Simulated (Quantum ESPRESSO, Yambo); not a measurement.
# A GW chain in Yambo: CdTe (F-43m), part 2 of 3

How does a plane-wave GW calculation on CdTe (F-43m) run from the first input to the gap?

Quantum ESPRESSO 7.5 and Yambo 5.3.0; PBE and many-body steps on it, plane waves. Known limits of the many-body steps: not at the basis limit; no spin-orbit coupling; coarse k mesh.

So far. Step 2 (Ground state): The gap is direct, at Γ. Step 3 (Bands along the symmetry lines): The gap is 0.770 eV, as in the run before at this level.

**4. Empty states on the mesh, 4×4×4 mesh, 122 bands**

Level of this step: DFT, PBE, plane waves, norm-conserving pseudopotentials (Quantum ESPRESSO).

The sums over transitions need many empty states on a uniform mesh; this step solves for them.

pw.in reads:

```
&control
  calculation = 'nscf'
  prefix = 'x'
  outdir = 'o'
  pseudo_dir = 'pseudo'
/
&system
  ibrav = 0
  nat = 2
  ntyp = 2
  ecutwfc = 94.0
  nbnd = 122
  force_symmorphic = .true.
/
&electrons
  conv_thr = 1e-9
  electron_maxstep = 80
  diago_full_acc = .true.
  diago_thr_init = 5e-6
/
ATOMIC_SPECIES
  Cd 112.41 Cd.upf
  Te 127.6 Te.upf
CELL_PARAMETERS angstrom
  0.0000000000 3.2400000000 3.2400000000
  3.2400000000 0.0000000000 3.2400000000
  3.2400000000 3.2400000000 0.0000000000
ATOMIC_POSITIONS crystal
  Cd 0.0000000000 0.0000000000 0.0000000000
  Te 0.2500000000 0.2500000000 0.2500000000
K_POINTS automatic
  4 4 4 0 0 0
```

Run with:

```
$ OMP_NUM_THREADS=1 mpirun -n 4 pw.x -nk 4 -in pw.in > pw.out
```

Output:

```text
[banner, memory and clock lines left out]
Program PWSCF v.7.5 starts

     Atomic positions and unit cell read from directory:
     o/x.save/

     Message from routine setup:
     using ibrav=0 with symmetry is DISCOURAGED, use correct ibrav instead

     G-vector sticks info

     bravais-lattice index     =            0
     lattice parameter (alat)  =       8.6588  a.u.
     unit-cell volume          =     459.0517 (a.u.)^3
     number of atoms/cell      =            2
     number of atomic types    =            2
     number of electrons       =        44.00
     number of Kohn-Sham states=          122
     kinetic-energy cutoff     =      94.0000  Ry
     charge density cutoff     =     376.0000  Ry
     Exchange-correlation= PBE
                           (   1   4   3   4   0   0   0)

     celldm(1)=   8.658823  celldm(2)=   0.000000  celldm(3)=   0.000000
     celldm(4)=   0.000000  celldm(5)=   0.000000  celldm(6)=   0.000000

     crystal axes: (cart. coord. in units of alat)
               a(1) = (   0.000000   0.707107   0.707107 )
               a(2) = (   0.707107   0.000000   0.707107 )
               a(3) = (   0.707107   0.707107   0.000000 )

     reciprocal axes: (cart. coord. in units 2 pi/alat)
               b(1) = ( -0.707107  0.707107  0.707107 )
               b(2) = (  0.707107 -0.707107  0.707107 )
               b(3) = (  0.707107  0.707107 -0.707107 )
     Pseudo is Norm-conserving + core correction, Zval = 20.0
     Generated using ONCVPSP code by D. R. Hamann
     Using radial grid of 1368 points,  6 beta functions with:
     Pseudo is Norm-conserving + core correction, Zval = 24.0
     Generated using ONCVPSP code by D. R. Hamann
     Using radial grid of 1294 points,  8 beta functions with:
     Cd               20.00   112.41000     Cd( 1.00)
     Te               24.00   127.60000     Te( 1.00)

     24 Sym. Ops. (no inversion) found

   Cartesian axes

     site n.     atom                  positions (alat units)
         1        Cd     tau(   1) = (   0.0000000   0.0000000   0.0000000  )
         2        Te     tau(   2) = (   0.3535534   0.3535534   0.3535534  )

     number of k points=     8
                       cart. coord. in units 2pi/alat
        k(    1) = (   0.0000000   0.0000000   0.0000000), wk =   0.0312500
        k(    2) = (   0.1767767   0.1767767  -0.1767767), wk =   0.2500000
        k(    3) = (  -0.3535534  -0.3535534   0.3535534), wk =   0.1250000
[...]
k(    7) = (  -0.7071068   0.0000000   0.0000000), wk =   0.0937500
        k(    8) = (  -0.7071068   0.3535534   0.0000000), wk =   0.1875000

     Dense  grid:    56833 G-vectors     FFT dimensions: (  54,  54,  54)

     The potential is recalculated from file :
     o/x.save/charge-density

     Starting wfcs are   23 randomized atomic wfcs +   99 random wfcs

     Band Structure Calculation

     End of band structure calculation

          k = 0.0000 0.0000 0.0000 (  7119 PWs)   bands (ev):

  -150.4559-100.4824-100.4824-100.4824 -93.9054 -54.9602 -54.9602 -54.9602
   -27.7572 -27.7572 -27.7572 -27.7493 -27.7493  -2.9059  -0.0114  -0.0114
    -0.0114   0.2488   0.2488   8.2696   8.2696   8.2696   9.0401  12.8896
    12.8896  12.8896  15.7323  17.7425  17.7425  18.3490  18.3490  18.3490
[...]
[... 4 further rows ...]
[...]
75.0650  75.0651

          k = 0.1768 0.1768-0.1768 (  7075 PWs)   bands (ev):

  -150.4559-100.4824-100.4824-100.4824 -93.9054 -54.9602 -54.9602 -54.9602
[...]
[... 4 further rows ...]
[...]
74.8974  75.7476

          k =-0.3536-0.3536 0.3536 (  7120 PWs)   bands (ev):

  -150.4559-100.4824-100.4824-100.4824 -93.9054 -54.9603 -54.9602 -54.9602
[...]
50.0998  50.9654  50.9654  51.3953  52.8916  52.8916  53.7707  54.0719
     [... 4 further rows ...]
    71.9145  72.0256  72.7539  72.7539  73.8694  74.2684  75.0743  75.3252
    75.3253  76.1338

          k = 0.3536 0.0000 0.0000 (  7059 PWs)   bands (ev):

     [... further k-points ...]

     highest occupied, lowest unoccupied level (ev):     8.2696    9.0401

     XML data file, pseudopotentials, collected wavefunctions
```

The job ended after 23 s (4 MPI ranks of Arm Neoverse V1, shared host; peak memory 0.53 GiB; 90 s of CPU time).

Numbers from this step:

```
gap                                                           : 0.7705 eV
k of the valence top                                          : 0, 0, 0
k of the conduction bottom                                    : 0, 0, 0
least direct gap                                              : 0.7705 eV
k points computed                                             : 8
lowest point of the top converged band, above the valence top : 65.9721 eV
```

On this mesh the gap is 0.770 eV.

**5. Conversion and set-up**

This step: Yambo 5.3.0; conversion and set-up on PBE, plane waves, norm-conserving pseudopotentials.

The states are converted to the many-body program's format and the q mesh is built.

Run with:

```
$ (cd o/x.save; p2y > p2y.log; mv SAVE ../..); yambo > setup.log
```

Output:

```text
 Yambo, version 5.3.0

 [02] CORE Variables Setup
 =========================

  [02.01] Unit cells
  ==================

  Cell kind             :  FCC
  Atoms in the cell     :  Cd  Te
  number of Cd atoms    :  1
  number of Te atoms    :  1

  List of atomic masses
  Mass of Cd    :  112.4100
  Mass of Te    :  127.6000

  List of atomic coordinates    : [cc]
  Cd1       :  0.000000  0.000000  0.000000  order 1
  Te1       :  3.061356  3.061356  3.061356  order 2

  Alat factors          :  6.122713  6.122713  6.122713 [a.u.]
  Direct lattice volume :  459.0517 [a.u.]
  Direct lattice vectors:  A[ 1 ]  A[ 2 ]  A[ 3 ]
   A[ 1 ]:  0.000000  1.000000  1.000000  [iru]
   0.000000  6.122713  6.122713  [cc]
   A[ 2 ]:  1.000000  0.000000  1.000000  [iru]
   6.122713  0.000000  6.122713  [cc]
   A[ 3 ]:  1.000000  1.000000  0.000000  [iru]
   6.122713  6.122713  0.000000  [cc]

  Recip. lattice volume :  0.540354 [a.u.]
  Recip. lattice vectors:  B[ 1 ]  B[ 2 ]  B[ 3 ]
   B[ 1 ]: -0.500000  0.500000  0.500000  [iku]
  -0.513105  0.513105  0.513105  [cc]
   B[ 2 ]:  0.500000 -0.500000  0.500000  [iku]
   0.513105 -0.513105  0.513105  [cc]
   B[ 3 ]:  0.500000  0.500000 -0.500000  [iku]
   0.513105  0.513105 -0.513105  [cc]

  [02.02] Symmetries
  ==================

  Inversion symmetry    : yes
  Spatial inversion     : no
  Inversion index       :  25
  K-space Time-reversal : yes
  Magnetic symmetries   : no
  Time-reversal derived K-space symmetries:   25   48
  Group table correct   : yes
  Symmetries units      :  [cc]

   [S  1]:   1.0000      0.54281E-17  0.54281E-17  0.54281E-17   1.0000     -0.54281E-17 -0.54281E-17 -0.54281E-17   1.0000
   [S  2]:  -1.0000     -0.54281E-17  0.54281E-17 -0.54281E-17  -1.0000     -0.54281E-17  0.54281E-17  0.54281E-17   1.0000
   [S  3]:  -1.0000      0.54281E-17 -0.54281E-17 -0.54281E-17   1.0000      0.54281E-17  0.54281E-17 -0.54281E-17  -1.0000
[...]
[S  9]:  0.54281E-17   1.0000      0.54281E-17 -0.54281E-17  0.54281E-17   1.0000       1.0000     -0.54281E-17 -0.54281E-17
   [S 10]:  0.54281E-17  -1.0000     -0.54281E-17 -0.54281E-17 -0.54281E-17  -1.0000       1.0000      0.54281E-17  0.54281E-17
     [... 36 further rows ...]
   [S*47]:   1.0000      0.54281E-17 -0.54281E-17  0.54281E-17 -0.54281E-17  -1.0000     -0.54281E-17   1.0000      0.54281E-17
   [S*48]:   1.0000     -0.54281E-17  0.54281E-17  0.54281E-17  0.54281E-17   1.0000     -0.54281E-17  -1.0000     -0.54281E-17

  [02.03] Reciprocal space
  ========================

  nG shells         :   480
  nG charge         :   56833
  nG WFs            :   8335
  nC WFs            :   7120
  G-vecs. in first 48 shells:  [ Number ]
     1    9   15   27   51   59   65   89  113
    137   169   181   229   259   283   307   331   339
    387   411   459   531   537   561   609   645   701
[...]
1639  1687  1759
  ...
[...]
K/Q-points units:
  rlu = crystal or reduced units; cc = cartesian coordinates; iku = interal k-units

  K [1]          [rlu]:  0.000000  0.000000  0.000000
         WF components:   7119
  K [2]          [rlu]: -0.71308E-17 -0.71308E-17  0.25000
         WF components:   7075
  K [3]          [rlu]:  0.14262E-16  0.14262E-16 -0.50000
         WF components:   7120
  K [4]          [rlu]: -0.21313E-17  0.25000      0.25000
         WF components:   7059
  K [5]          [rlu]: -0.70720E-17  0.25000     -0.50000
         WF components:   7053
  [... 2 further k-points ...]
  K [8]          [rlu]:  0.250000 -0.500000 -0.250000
         WF components:   7060

  [02.05] Energies & Occupations
  ==============================

  [X] === General ===
  [X] Electronic Temperature                        :  0.000000  0.000000 [eV K]
  [X] Bosonic    Temperature                        :  0.000000  0.000000 [eV K]
  [X] Finite Temperature mode                       : no
  [X] El. density                                   :  0.64683E+24 [cm-3]
  [X] Fermi Level                                   :  8.269562 [eV]

  [X] === Gaps and Widths ===
  [X] Conduction Band Min                           :  0.770493 [eV]
  [X] Valence Band Max                              :  0.000000 [eV]
  [X] Filled Bands                                  :  22
  [X] Empty Bands                                   :   23  122
  [X] Direct Gap                                    :  0.770493 [eV]
  [X] Direct Gap localized at k                     :  1
  [X] Indirect Gap                                  :  0.770493 [eV]
  [X] Indirect Gap between kpts                     :  1  1
  [X] Last valence band width                       :  2.192418 [eV]
  [X] 1st conduction band width                     :  3.488558 [eV]

  E @ K [1]:  [eV]
  -158.7255 -108.7520 -108.7520 -108.7520 -102.1750  -63.2298  -63.2298  -63.2298
  -36.02678 -36.02678 -36.02678 -36.01889 -36.01889 -11.17550  -8.28099  -8.28099
   -8.28099     -8.02074     -8.02074    -0.464539E-8 -0.171746E-8   0.00000     0.770493      4.62005
[...]
occ @ K [1]
[...]
E @ K [2]:  [eV]
[...]
occ @ K [2]
[...]
E @ K [3]:  [eV]
[...]
occ @ K [3]
[...]
E @ K [4]:  [eV]
[...]
occ @ K [4]
[...]
E @ K [5]:  [eV]
[...]
occ @ K [5]
[...]
[... 2 further k-points ...]
  E @ K [8]:  [eV]
[...]
occ @ K [8]
[...]
0.000000  0.000000  0.000000  0.000000  0.000000  0.000000  0.000000  0.000000
   0.000000  0.000000  0.000000  0.000000  0.000000  0.000000  0.000000  0.000000

 [03] Transferred momenta grid and indexing
 ==========================================

 IBZ Q-points                                      :   8
 BZ  Q-points                                      :   64

 K/Q-points units:
 rlu = crystal or reduced units; cc = cartesian coordinates; iku = interal k-units

 Q [1]          [rlu]:  0.000000  0.000000  0.000000
 Q [2]          [rlu]: -0.71308E-17 -0.71308E-17  0.25000
 Q [3]          [rlu]:  0.14262E-16  0.14262E-16 -0.50000
[...]
Q [7]          [rlu]:  0.42627E-17 -0.50000     -0.50000
 Q [8]          [rlu]:  0.250000 -0.500000 -0.250000

  [03.01] X indexes
  =================

   [03.01.01] Sigma indexes
   ========================

 [06] Game Over & Game summary
```

It took 3.5 s on 1 MPI rank; peak memory 0.26 GiB.

(Part 2 of 3 ends here.)

[Paths, hosts, dates, memory and timing lines, banners, echoed tables and standing remarks are left out of the program output.]

[Logs are printed without paths, hosts, clocks, repeated set-up lines and the standing remarks that a program may print on its own settings, such as how far it seeks lower states.]

[Runs of the session that timed out or met a known fault of the program may be left out.]

[Hosts, paths, dates, database ids (printed as entryN), source tags and the programs' standing remarks are cut or masked in the printed files.]
